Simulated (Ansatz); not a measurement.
Runs of Ansatz 0.2.0 on Eu. Symmetry: Im-3m, No. 229, cubic system. The conventional cell has a = 4.606 Å, b = 4.606 Å, c = 4.606 Å, α = 90.00°, β = 90.00°, γ = 90.00°. Around Eu (site symmetry m-3m) lie 8 Eu at 3.99 Å. 

| potentials or basis | cutoff (eV) | basis error allowed | pressure (GPa) | moment (μB) |
| --- | --- | --- | --- | --- |
| all-electron LAPW, scalar-relativistic | 157 | 0.001 eV/atom | -2.5 | 7.37 |
| all-electron LAPW, non-relativistic | 117 | 0.001 eV/atom | (a) | 7.35 |
| all-electron PAW datasets made for the crystal | 260 | - | -2.5 | 7.37 |
| all-electron LAPW, inner shells corrected to Dirac's equation | 157 | 0.001 eV/atom | -2.5 | 7.37 |

Alike in all rows: task band structure; level PBEsol; spin collinear, ferromagnetic start; cell as given; k mesh 8 × 8 × 8; smearing fermi-dirac 0.05 eV.

Question: Estimate the missing entries.

Answer: (a) -0.1.

Caveats: an open f shell can end in a state above the lowest; relativity is left out, which matters for the heavier elements (some runs).

The runs don't all hold the same shells in valence.
